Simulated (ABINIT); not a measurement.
A run of ABINIT 10.8.3 (patched build) is set up as follows.

The input run.abi:

```
# Pseudopotentials
pp_dirpath "./"
pseudos "Zr.GGA_PBE-JTH.xml, Se.GGA_PBE-JTH.xml"

# Structure
acell 3.798 3.798 6.192 Angstrom
rprim
     1.0000000000     0.0000000000     0.0000000000
    -0.5000000000     0.8660254038     0.0000000000
     0.0000000000     0.0000000000     1.0000000000
ntypat 2
znucl 40 34
natom 3
typat 1 2 2
xred
     0.0000000000     0.0000000000     0.0000000000
     0.6666666667     0.3333333333     0.7500000000
     0.3333333333     0.6666666667     0.2500000000

# Plane-wave basis
ecut 462.593566 eV
pawecutdg 34.0

# k points
kptopt 1
ngkpt 10 10 6
nshiftk 1
shiftk 0.0 0.0 0.0

# Exchange and correlation
ixc 11

# Bands and occupations
nband 16
occopt 3
tsmear 0.05 eV

# SCF cycle
nstep 100
tolvrs 1.0e-9

# Output
iomode 3
prtwf 0
prtden 0
prteig 0
prtebands 0
```

Potentials or basis: JTH PAW PBE v2.0.

Command:

```sh
$ abinit run.abi > log 2>&1
```

**Question.** Estimate the largest force.

**Answer.** 0.281 eV/Å.

**Question.** Predict the band gap on the k mesh.

**Answer.** 0.38 eV, indirect (least direct gap 1.07 eV).

**Question.** Predict the pressure.

**Answer.** 1.9 GPa.

Stress tensor (GPa, compression positive):
```
1.28 0.00 0.00
0.00 1.28 0.00
0.00 0.00 3.10
```

Caveat: this functional lacks dispersion, which binds the layers, so the pressure and a relaxed spacing across them are unreliable.

**The experiment to reproduce.**

From “Stress-Tuned Optical Transitions in Layered 1T-MX2 (M= Hf, Zr, Sn; X= S, Se) Crystals”, 2022, arxiv:2210.12074, for a bulk crystal of ZrSe2: band gap 1.2 eV (indirect).

Measured gap of ZrSe2: 1.2 eV (indirect; quoted in “Stress-Tuned Optical Transitions in Layered 1T-MX2 (M= Hf, Zr, Sn; X= S, Se) Crystals”, 2022, arxiv:2210.12074). This calculation gives 0.38 eV (-0.82 eV). Spin-orbit coupling on Se, Zr is left out. The value is that of PBE on a finite k mesh, which can miss the band edges, without temperature or zero-point motion. Semilocal functionals fall short of measured gaps as a rule.
